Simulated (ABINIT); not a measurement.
# BaTiO3 (Barioperovskite) (Amm2) in ABINIT: a series of runs

Runs on BaTiO3 (Barioperovskite). Level: PBEsol. Tasks: relaxation of cell and atoms.

Everything below comes from runs of ABINIT 10.8.3 (patched build). Logs are shortened: lines on timing, memory, paths and dates and some standing lists are left out, and cuts for length are marked. The log counts tension as positive stress, the text compression.

## Step 1: The crystal as given

Symmetry: Amm2, No. 38, orthorhombic system. The conventional cell has a = 3.986 Å, b = 5.674 Å, c = 5.690 Å, α = 90.00°, β = 90.00°, γ = 90.00°. Around Ba (site symmetry mm2) lie 12 O at 2.77 to 2.92 Å. Ti (site symmetry mm2) is surrounded by 6 O at 1.93 to 2.09 Å. O (site symmetry m) has 2 Ti at 1.93 to 2.09 Å as nearest neighbours. O (site symmetry mm2) is surrounded by 2 Ti at 2.00 Å.

## Step 2: Relaxation of cell and atoms, PBEsol

run.abi

```
# Pseudopotentials
pp_dirpath "./"
pseudos "Ba.GGA_PBE-JTH.xml, Ti.GGA_PBE-JTH.xml, O.GGA_PBE-JTH.xml"

# Structure
acell 3*1.0
rprim
     7.5315034697     0.0000000000     0.0000000000
     0.0000000000     5.3609640430     5.3765542835
     0.0000000000    -5.3609640430     5.3765542835
ntypat 3
znucl 56 22 8
natom 5
typat 1 2 3 3 3
xred
     0.0000000000     0.0000000000     0.0000000000
     0.5000000000     0.5124000000     0.5124000000
     0.5000000000     0.9918400000     0.5052400000
     0.5000000000     0.5052400000     0.9918400000
     0.0000000000     0.4874000000     0.4874000000
chkprim 0
chksymtnons 0
tolsym 1.0e-6

# Plane-wave basis
ecut 23.0
pawecutdg 45.0
pawxcdev 0
pawovlp -1

# k points
kptopt 1
ngkpt 5 5 5
nshiftk 1
shiftk 0.0 0.0 0.0

# Exchange and correlation
ixc -116133

# Bands and occupations
nband 24
occopt 3
tsmear 0.00183747

# SCF cycle
nstep 100
tolvrs 1.0e-9

# Output
iomode 3
prtwf 0
prtden 0
prteig 0
prtebands 0
enunit 1

# Relaxation
ionmov 2
ntime 60
tolmxf 0.0002
optcell 2
dilatmx 1.08
ecutsm 0.5
```

Potentials or basis: JTH PAW PBE v2.0.

Launch:

```console
> abinit run.abi > log 2>&1
```

run.abo:

```text
.Version 10.8.3 of ABINIT
 Symmetries : space group Am m 2 (# 38); Bravais oC (1-face-center ortho.)
================================================================================
 Values of the parameters that define the memory need of the present run
     intxc =       0    ionmov =       2      iscf =      17    lmnmax =      18
     lnmax =       6     mgfft =      36  mpssoang =       3    mqgrid =    3001
     natom =       5  nloc_mem =       2    nspden =       1   nspinor =       1
    nsppol =       1      nsym =       4    n1xccc =       1    ntypat =       3
    occopt =       3   xclevel =       2
       mpw =        2903          nfft =       46656          nkpt =          27
 PAW method is used; the additional fine FFT grid is defined by:
   mgfftf=        50    nfftf =    125000
================================================================================
================================================================================

--------------------------------------------------------------------------------
------------- Echo of variables that govern the present computation ------------
--------------------------------------------------------------------------------
 -outvars: echo values of preprocessed input variables --------
            acell      1.0000000000E+00  1.0000000000E+00  1.0000000000E+00 Bohr
              amu      1.37327000E+02  4.78800000E+01  1.59994000E+01
          chkprim           0
      chksymtnons           0
          dilatmx      1.08000000E+00
             ecut      2.30000000E+01 Hartree
           ecutsm      5.00000000E-01 Hartree
           enunit           1
           ionmov           2
              ixc     -116133
         kptrlatt        5    0    0      0    5    0      0    0    5
          kptrlen      3.76575173E+01
            natom           5
            nband          24
            ngfft          36      36      36
          ngfftdg          50      50      50
             nkpt          27
            nstep         100
             nsym           4
            ntime          60
           ntypat           3
           occopt           3
          optcell           2
        pawecutdg      4.50000000E+01 Hartree
          pawovlp     -1.0000000000E+00
         pawxcdev           0
           prtden           0
        prtebands           0
           prteig           0
            prtwf           0
            rprim      7.5315034697E+00  0.0000000000E+00  0.0000000000E+00
                       0.0000000000E+00  5.3609640430E+00  5.3765542835E+00
                       0.0000000000E+00 -5.3609640430E+00  5.3765542835E+00
          spgroup          38
           tolmxf      2.00000000E-04
           tolsym      1.00000000E-06
           tolvrs      1.00000000E-09
           tsmear      1.83747000E-03 Hartree
            typat      1  2  3  3  3
           useylm           1
           xangst      0.0000000000E+00  0.0000000000E+00  0.0000000000E+00
                       1.9927499986E+00 -3.4085978378E-16  2.9157097180E+00
                       1.9927499986E+00  1.3804355391E+00  4.2594171591E+00
                       1.9927499986E+00 -1.3804355391E+00  4.2594171591E+00
                       0.0000000000E+00 -5.9403946577E-19  2.7734522181E+00
            xcart      0.0000000000E+00  0.0000000000E+00  0.0000000000E+00
                       3.7657517348E+00 -6.4413163868E-16  5.5098928297E+00
                       3.7657517348E+00  2.6086451033E+00  8.0491318867E+00
                       3.7657517348E+00 -2.6086451033E+00  8.0491318867E+00
                       0.0000000000E+00 -1.1225718983E-18  5.2410651156E+00
             xred      0.0000000000E+00  0.0000000000E+00  0.0000000000E+00
                       5.0000000000E-01  5.1240000000E-01  5.1240000000E-01
                       5.0000000000E-01  9.9184000000E-01  5.0524000000E-01
                       5.0000000000E-01  5.0524000000E-01  9.9184000000E-01
                       0.0000000000E+00  4.8740000000E-01  4.8740000000E-01
            znucl       56.00000   22.00000    8.00000

================================================================================

 chkinp: Checking input parameters for consistency.

================================================================================
== DATASET  1 ==================================================================

--- !DatasetInfo
iteration_state: {dtset: 1, }
dimensions: {natom: 5, nkpt: 27, mband: 24, nsppol: 1, nspinor: 1, nspden: 1, mpw: 2903, }
cutoff_energies: {ecut:  23.0, pawecutdg:  45.0, }
electrons: {nelect:   4.00000000E+01, charge:   0.00000000E+00, occopt:   3.00000000E+00, tsmear:   1.83747000E-03, }
meta: {optdriver: 0, ionmov: 2, optcell: 2, iscf: 17, paral_kgb: 0, }
...

 Real(R)+Recip(G) space primitive vectors, cartesian coordinates (Bohr,Bohr^-1):
 R(1)=  7.5315035  0.0000000  0.0000000  G(1)=  0.1327756  0.0000000  0.0000000
 R(2)=  0.0000000  5.3609640  5.3765543  G(2)=  0.0000000  0.0932668  0.0929964
 R(3)=  0.0000000 -5.3609640  5.3765543  G(3)=  0.0000000 -0.0932668  0.0929964
 Unit cell volume ucvol=  4.3416879E+02 bohr^3
 Angles (23,13,12)=  8.98336200E+01  9.00000000E+01  9.00000000E+01 degrees

 Coarse grid specifications (used for wave-functions):

 getcut: wavevector=  0.0000  0.0000  0.0000  ngfft=  36  36  36
         ecut(hartree)=     26.827   => boxcut(ratio)=   2.03358
[... 28 lines left out ...]
 Radius for shape functions =  1.20231231
 Compensation charge density is not taken into account in XC energy/potential

   4.03830477E+03                                ecore*ucvol(ha*bohr**3)
--------------------------------------------------------------------------------

================================================================================

=== [ionmov= 2] Broyden-Fletcher-Goldfarb-Shanno method (forces)
================================================================================

--- Iteration: ( 1/60) Internal Cycle: (1/1)
--------------------------------------------------------------------------------

---SELF-CONSISTENT-FIELD CONVERGENCE--------------------------------------------
[... 2182 lines left out ...]
 Difference of energy with previous step (new-old):
           Absolute (Ha)=-2.54409E-07
           Relative     =-1.91185E-09

 At Broyd/MD step  18, gradients are converged :
  max grad (force/stress) = 1.0434E-04 < tolmxf= 2.0000E-04 ha/bohr (free atoms)

================================================================================

 ----iterations are completed or convergence reached----

 Mean square residual over all n,k,spin=   17.551E-11; max=  10.251E-08
 reduced coordinates (array xred) for    5 atoms
      -0.000000000000      0.006812881630      0.006812881630
       0.500000000000      0.520589836936      0.520589836936
       0.500000000000      0.983977912557      0.493992517212
       0.500000000000      0.493992517212      0.983977912557
      -0.000000000000      0.491506851665      0.491506851665
 rms dE/dt=  1.9476E-04; max dE/dt=  4.1418E-04; dE/dt below (all hartree)
    1       0.000000000000     -0.000137056732     -0.000137056732
    2       0.000000000000      0.000130692601      0.000130692601
    3       0.000000000000     -0.000049074776      0.000273226658
    4       0.000000000000      0.000273226658     -0.000049074776
    5       0.000000000000      0.000414183653      0.000414183653

 cartesian coordinates (angstrom) at end:
    1     -0.00000000000000    -0.00000000000000     0.03884147439181
    2      1.97988605145081     0.00000000000000     2.96797712300464
    3      1.97988605145081     1.39154414744529     4.21308880120357
    4      1.97988605145081    -1.39154414744529     4.21308880120357
    5     -0.00000000000000     0.00000000000000     2.80216974677702

 cartesian forces (hartree/bohr) at end:
    1     -0.00000000000000     0.00000000000000     0.00004890644966
    2     -0.00000000000000    -0.00000000000000    -0.00000079793039
    3     -0.00000000000000     0.00003002752392     0.00000265802423
    4     -0.00000000000000    -0.00003002752392     0.00000265802423
    5     -0.00000000000000    -0.00000000000000    -0.00005342456773
 frms,max,avg= 2.1701147E-05 5.3424568E-05   0.000E+00  0.000E+00 -2.346E-05 h/b

 cartesian forces (eV/Angstrom) at end:
    1     -0.00000000000000     0.00000000000000     0.00251487075633
    2     -0.00000000000000    -0.00000000000000    -0.00004103123061
    3     -0.00000000000000     0.00154407736207     0.00013668110146
    4     -0.00000000000000    -0.00154407736207     0.00013668110146
    5     -0.00000000000000    -0.00000000000000    -0.00274720172862
 frms,max,avg= 1.1159178E-03 2.7472017E-03   0.000E+00  0.000E+00 -1.207E-03 e/A
 length scales=  7.482884795494  7.603958510619  7.603958510619 bohr
              =  3.959772102902  4.023841553742  4.023841553742 angstroms
 Fermi (or HOMO) energy (eV) =   5.05885   Average Vxc (eV)= -11.57686
 Eigenvalues (   eV  ) for nkpt=  27  k points:
 kpt#   1, nband= 24, wtk=  0.00800, kpt=  0.0000  0.0000  0.0000 (reduced coord)
 -52.05225  -28.44345  -28.43843  -28.39306  -20.75532  -12.78968  -12.12738  -12.08295
  -5.94505   -5.94439   -5.90916    1.72164    1.72581    1.75850    2.62843    2.68203
   2.86334    3.54658    3.56291    3.65221    6.12456    6.31775    6.39140    8.40990
 prteigrs : prtvol=0 or 1, do not print more k-points.

--- !EnergyTerms
iteration_state     : {dtset: 1, itime: 18, icycle: 1, }
comment             : Components of total free energy in Hartree
kinetic             :  3.96287206886064E+01
hartree             :  2.94627551111571E+01
xc                  : -2.16452612795584E+01
Ewald energy        : -1.03363657959165E+02
psp_core            :  9.33369448416627E+00
local_psp           : -9.03207797339220E+01
PAW spherical_terms :  3.83495548298447E+00
internal            : -1.33069573205731E+02
'-kT*entropy'       : -1.10763956087144E-12
total_energy        : -1.33069573205732E+02
total_energy_eV     : -3.62100755408902E+03
...

--- !EnergyTermsDC
iteration_state     : {dtset: 1, itime: 18, icycle: 1, }
comment             : '"Double-counting" decomposition of free energy'
band_energy         : -1.43714413497322E+01
Ewald energy        : -1.03363657959165E+02
psp_core            :  9.33369448416627E+00
xc_dc               : -2.76390428312860E+01
PAW spherical_terms :  2.97087440187647E+00
internal            : -1.33069573254140E+02
'-kT*entropy'       : -1.10763956087144E-12
total_energy_dc     : -1.33069573254142E+02
total_energy_dc_eV  : -3.62100755540631E+03
...

--- !EnergyTermsWithPAWCore
iteration_state     : {dtset: 1, itime: 18, icycle: 1, }
comment             : 'Components of total free energy, including PAW core contributions'
Total energy        : -9.21072123610184E+03
Total energy DC     : -9.21072123615025E+03
Total energy (eV)   : -2.50636493159627E+05
Total energy DC (eV): -2.50636493160944E+05
...

 rms coord change=  6.5184E-03   atom, delta coord (reduced):
     1       -0.000000000000      0.006812881630      0.006812881630
     2        0.000000000000      0.008189836936      0.008189836936
     3        0.000000000000     -0.007862087443     -0.011247482788
     4        0.000000000000     -0.011247482788     -0.007862087443
     5       -0.000000000000      0.004106851665      0.004106851665

 Cartesian components of stress tensor (hartree/bohr^3)
  sigma(1 1)=  1.02979520E-06  sigma(3 2)=  0.00000000E+00
  sigma(2 2)=  1.04335158E-06  sigma(3 1)=  0.00000000E+00
  sigma(3 3)=  7.17650572E-07  sigma(2 1)=  0.00000000E+00

-Cartesian components of stress tensor (GPa)         [Pressure= -2.7369E-02 GPa]
- sigma(1 1)=  3.02976208E-02  sigma(3 2)=  0.00000000E+00
- sigma(2 2)=  3.06964633E-02  sigma(3 1)=  0.00000000E+00
- sigma(3 3)=  2.11140088E-02  sigma(2 1)=  0.00000000E+00

== END DATASET(S) ==============================================================
================================================================================

 -outvars: echo values of variables after computation  --------
            acell      7.4828847955E+00  7.6039585106E+00  7.6039585106E+00 Bohr
           etotal     -1.3306957325E+02
            fcart     -0.0000000000E+00  1.8041530764E-22  4.8906449663E-05
                      -0.0000000000E+00 -4.4403326278E-22 -7.9793039449E-07
                      -0.0000000000E+00  3.0027523917E-05  2.6580242310E-06
                      -0.0000000000E+00 -3.0027523917E-05  2.6580242310E-06
                      -0.0000000000E+00 -1.3504652891E-21 -5.3424567731E-05
            rprim      1.0000000000E+00  0.0000000000E+00  0.0000000000E+00
                       0.0000000000E+00  7.0578590727E-01  7.0842519231E-01
                       0.0000000000E+00 -7.0578590727E-01  7.0842519231E-01
           strten      1.0297952010E-06  1.0433515813E-06  7.1765057235E-07
                       0.0000000000E+00  0.0000000000E+00  0.0000000000E+00
           xangst     -6.8361250713E-32 -1.8099870463E-17  3.8841474392E-02
                       1.9798860515E+00  3.3801836077E-17  2.9679771230E+00
                       1.9798860515E+00  1.3915441474E+00  4.2130888012E+00
                       1.9798860515E+00 -1.3915441474E+00  4.2130888012E+00
                      -6.8361250713E-32  1.8045447426E-16  2.8021697468E+00
             xred     -1.7263935635E-32  6.8128816301E-03  6.8128816301E-03
                       5.0000000000E-01  5.2058983694E-01  5.2058983694E-01
                       5.0000000000E-01  9.8397791256E-01  4.9399251721E-01
                       5.0000000000E-01  4.9399251721E-01  9.8397791256E-01
                      -1.7263935635E-32  4.9150685166E-01  4.9150685166E-01
 Calculation completed.
```

Wall time 16 min (1 thread of Intel Xeon 6975P-C (Granite Rapids), shared host); peak memory 0.18 GiB.

Results:

- Free energy: -3621.0076 eV
- Relaxed volume: 12.82 Å³/atom
- Relaxed cell: a = 3.960 Å, b = 4.024 Å, c = 4.024 Å, α = 89.79°, β = 90.00°, γ = 90.00°
- Space group after relaxing (to 0.05 Å): Amm2 (No. 38)
- Energy gained by relaxing: 6.3 meV/atom
- Ionic steps: 18
- Pressure after relaxing: 0.0 GPa
- Band gap on the k mesh: 2.26 eV, indirect (least direct gap 2.47 eV)

Forces in eV/Å, atoms in the order of the input:
```
Ba   0.000  0.000  0.003
Ti   0.000  0.000  0.000
O    0.000  0.002  0.000
O    0.000 -0.002  0.000
O    0.000  0.000 -0.003
```

Step by step:
| step | energy change (eV) | largest force (eV/Å) | pressure (GPa) | volume (Å³) |
| --- | --- | --- | --- | --- |
| 1 | 0.0000 | 0.2780 | -2.40 | 64.34 |
| 2 | -0.0077 | 0.2481 | -1.09 | 63.87 |
| 3 | -0.0134 | 0.2035 | 0.70 | 63.28 |
| 4 | -0.0157 | 0.1829 | 1.03 | 63.20 |
| 5 | -0.0250 | 0.0842 | 1.62 | 63.22 |
| 6 | -0.0283 | 0.0521 | 0.94 | 63.55 |
| 7 | -0.0299 | 0.0722 | -0.02 | 63.93 |
| 8 | -0.0301 | 0.0717 | -0.13 | 63.99 |
| 9 | -0.0307 | 0.0531 | -0.18 | 64.05 |
| 10 | -0.0308 | 0.0405 | -0.07 | 64.03 |
| 11 | -0.0309 | 0.0297 | 0.07 | 64.00 |
| 12 | -0.0311 | 0.0207 | 0.15 | 63.98 |
| 13 | -0.0312 | 0.0230 | 0.15 | 64.01 |
| 14 | -0.0312 | 0.0209 | 0.06 | 64.05 |
| 15 | -0.0312 | 0.0167 | -0.01 | 64.09 |
| 16 | -0.0313 | 0.0115 | -0.05 | 64.11 |
| 17 | -0.0313 | 0.0057 | -0.06 | 64.12 |
| 18 | -0.0313 | 0.0027 | -0.03 | 64.11 |

Final structure:
```cif
data_structure
_symmetry_space_group_name_H-M 'P 1'
_symmetry_Int_Tables_number 1
_cell_length_a 3.9598
_cell_length_b 4.0238
_cell_length_c 4.0238
_cell_angle_alpha 89.786
_cell_angle_beta 90.000
_cell_angle_gamma 90.000
_cell_volume 64.11
loop_
_atom_site_label
_atom_site_type_symbol
_atom_site_fract_x
_atom_site_fract_y
_atom_site_fract_z
_atom_site_occupancy
Ba1 Ba 0.00000 0.00681 0.00681 1
Ti1 Ti 0.50000 0.52059 0.52059 1
O1 O 0.50000 0.98398 0.49399 1
O2 O 0.50000 0.49399 0.98398 1
O3 O 0.00000 0.49151 0.49151 1
```

Caveat: this set's barium file shifts pressures by 1.5 GPa and gaps by 0.1 eV against other sets; the PAW data sets were made with another functional, which shifts forces and pressure a little; spin-orbit coupling is left out, which moves the levels of the heavy elements; an odd mesh through Γ misses points on the zone boundary, where band edges often lie; the atomic spheres overlap.

## Step 3: Relaxation of cell and atoms, PBEsol

run.abi

```
pp_dirpath "./"
pseudos "Ba.GGA_PBE-JTH.xml, Ti.GGA_PBE-JTH.xml, O.GGA_PBE-JTH.xml"

acell 7.5315034697 7.5925800248 7.5925800248
rprim
     1.0000000000     0.0000000000     0.0000000000
     0.0000000000     0.7060793598     0.7081327119
     0.0000000000    -0.7060793598     0.7081327119
ntypat 3
znucl 56 22 8
natom 5
typat 1 2 3 3 3
xred
     0.0000000000     0.0000000000     0.0000000000
     0.5000000000     0.5124000000     0.5124000000
     0.5000000000     0.9918400000     0.5052400000
     0.5000000000     0.5052400000     0.9918400000
     0.0000000000     0.4874000000     0.4874000000
chkprim 0
chksymtnons 0
tolsym 1.0e-6

ecut 625.861884 eV
pawecutdg 45.0
pawxcdev 0
pawovlp -1

kptopt 1
ngkpt 5 5 5
nshiftk 1
shiftk 0.0 0.0 0.0

ixc -116133

nband 24
occopt 3
tsmear 0.00183747

nstep 100
tolvrs 1.0e-9

iomode 3
prtwf 0
prtden 0
prteig 0
prtebands 0
enunit 1

ionmov 22
ntime 60
tolmxf 0.0001
optcell 2
dilatmx 1.08
ecutsm 0.5
```

Potentials or basis: JTH PAW PBE v2.0.

Launch:

```console
> abinit run.abi > log 2>&1
```

Wall time 10 min (1 thread of Intel Xeon 6975P-C (Granite Rapids), shared host); peak memory 0.18 GiB.

The run converged. Its results:

```
Free energy                            : -3621.0076 eV
Relaxed volume                         : 12.82 Å³/atom
Relaxed cell                           : a = 3.960 Å, b = 4.024 Å, c = 4.024 Å, α = 89.78°, β = 90.00°, γ = 90.00°
Space group after relaxing (to 0.05 Å) : Amm2 (No. 38)
Energy gained by relaxing              : 6.3 meV/atom
Ionic steps                            : 11
Pressure after relaxing                : 0.0 GPa
Band gap on the k mesh                 : 2.26 eV, indirect (least direct gap 2.47 eV)
```

The path:
```
step  energy change (eV)  largest force (eV/Å)  pressure (GPa)  volume (Å³)
   1              0.0000                0.2780           -2.40        64.34
   2             -0.0077                0.2481           -1.09        63.87
   3             -0.0213                0.1466            0.60        63.40
   4             -0.0286                0.0308            1.01        63.52
   5             -0.0305                0.0312            0.26        63.85
   6             -0.0310                0.0258           -0.03        64.05
   7             -0.0312                0.0143           -0.08        64.11
   8             -0.0312                0.0233            0.03        64.12
   9             -0.0313                0.0090           -0.04        64.10
  10             -0.0313                0.0064           -0.03        64.10
  11             -0.0313                0.0003            0.00        64.10
```

Final structure:
```
Ba Ti O
1.0
     3.95955    0.00000    0.00000
     0.00000    2.83962    2.85048
     0.00000   -2.83962    2.85048
Ba Ti O
1 1 3
Direct
  0.00000 0.00687 0.00687
  0.50000 0.52058 0.52058
  0.50000 0.98401 0.49398
  0.50000 0.49398 0.98401
  0.00000 0.49144 0.49144
```

Levels at points of the mesh, in eV from the valence-band top:
```
           k point  band 17  band 18  band 19  band 20  band 21  band 22  band 23  band 24
(0.00, 0.00, 0.00)    -1.00    -0.32    -0.30    -0.22     2.26     2.45     2.52     4.55
```

Caveat: this set's barium file shifts pressures by 1.5 GPa and gaps by 0.1 eV against other sets; the PAW data sets were made with another functional, which shifts forces and pressure a little; spin-orbit coupling is left out, which moves the levels of the heavy elements; an odd mesh through Γ misses points on the zone boundary, where band edges often lie; the atomic spheres overlap.
